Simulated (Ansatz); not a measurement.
This MgO structure is the end of a relaxation. The cell was found from a structure generator's guess, not taken from experiment.

Theory: DFT PBE, scalar-relativistic, plane waves, PAW (Ansatz 0.2.0). Cutoff 420 eV, Γ-centred mesh, Gaussian smearing, no spin polarisation.

```xyz
6
Lattice="3.1157 0.0000 0.0000 -1.5578 2.6983 0.0000 0.0000 0.0000 7.7500" Properties=species:S:1:pos:R:3 pbc="T T T"
Mg   -0.7789    1.3491    1.2917
Mg    0.7789    1.3491    6.4583
Mg    1.5578    0.0000    3.8750
O     0.7789    1.3491    2.5833
O     1.5578    0.0000    0.0000
O    -0.7789    1.3491    5.1667
```

The zero of energy is the elements' standard structures at the same level (O₂ as a molecule); no fitted shifts are applied.

Problem. What space group does it have?

Solution. P6_222 (No. 180). Conventional cell: a = 3.116 Å, c = 7.750 Å. Mg is surrounded by 4 O at 2.02 Å; O has 4 Mg at 2.02 Å.

Problem. How far does it lie from the elements in energy?

Solution. −2.470 eV/atom. It lies below the elements, which doesn't yet make it stable against other compounds or structures.

Problem. Is it a metal?

Solution. No, the gap on the 12×12×4 mesh is 3.02 eV.

Problem. From what recipe could a structure generator have reached it?

Solution. One such recipe: 4-connected net, two elements alternating (P6_222, No. 180). Other recipes can lead to the same cell.

The last run used a 12×12×4 mesh (in the run's order of axes) for its 6-atom cell and Gaussian smearing of 0.02 eV. Kohn–Sham gaps at this level usually fall short of measured ones. Symmetry constrained the relaxation, so the result can be a saddle point.
